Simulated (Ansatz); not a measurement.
# Guessed and relaxed cells of CdS

The cell of CdS is invented: 4-connected net, two elements spread over the vertices (P1, No. 1). Its size is a rough estimate.

start:

Space group P1 (No. 1). a = 4.141 Å, b = 4.470 Å, c = 5.275 Å, α = 110.14°, β = 90.20°, γ = 96.97°
| atom | site | symmetry | x | y | z |
| --- | --- | --- | --- | --- | --- |
| Cd | 1a | 1 | 0.6880 | 0.7838 | 0.7554 |
| Cd | 1a | 1 | 0.3149 | 0.7266 | 0.0459 |
| S | 1a | 1 | 0.9464 | 0.3074 | 0.7886 |
| S | 1a | 1 | 0.8363 | 0.8905 | 0.3541 |

Level of theory: DFT PBE, scalar-relativistic, plane waves, PAW in Ansatz. Cutoff 420 eV, Gaussian smearing, Γ-centred meshes. Cell and atoms relax first on a coarse mesh and then on a converged one. In between, the cell is made exact in the group found at 0.06 Å. The steps can't lower the symmetry of their start. No spin polarisation.

end:

Space group P6_3mc (No. 186). a = 4.197 Å, b = 4.197 Å, c = 6.828 Å, α = 90.00°, β = 90.00°, γ = 120.00°
```
atom  site  symmetry       x       y       z
  Cd    2b       3m.  0.3333  0.6667  0.6743
   S    2b       3m.  0.6667  0.3333  0.7977
```

The symmetry goes from P1 (No. 1) to P6_3mc (No. 186). The end has the wurtzite type. The volume per atom grows by 14.6 %, from 22.7 to 26.0 Å³. The shortest distance goes from 2.23 Å (Cd–Cd) to 2.57 Å (Cd–S). The energy falls by about 1.3 eV/atom (the start's value is from the coarse mesh). The end is written in a standard setting, so origin, axes and order of atoms can differ from the start's.

```yaml
Volume_per_atom: 26.04 Å³
Density: 4.61 g/cm³
Energy_over_the_elements: −0.660 eV/atom
Gap_on_the_8×8×4_mesh_of_the_4-atom_cell: 1.11 eV
```

Formation energies are uncorrected and refer to the elements' standard structures at the same level. Whether it is stable depends on the other phases of the system, which aren't compared here.

The last run used Gaussian smearing of 0.02 eV. The reference form of S is held partly by dispersion forces, which this level lacks. A later test with randomly moved atoms came back to the same energy, though modes that don't fit the test's cell weren't probed. In all, the 4 runs took 5.5 min on 1 thread of Arm Neoverse V1 (shared host).
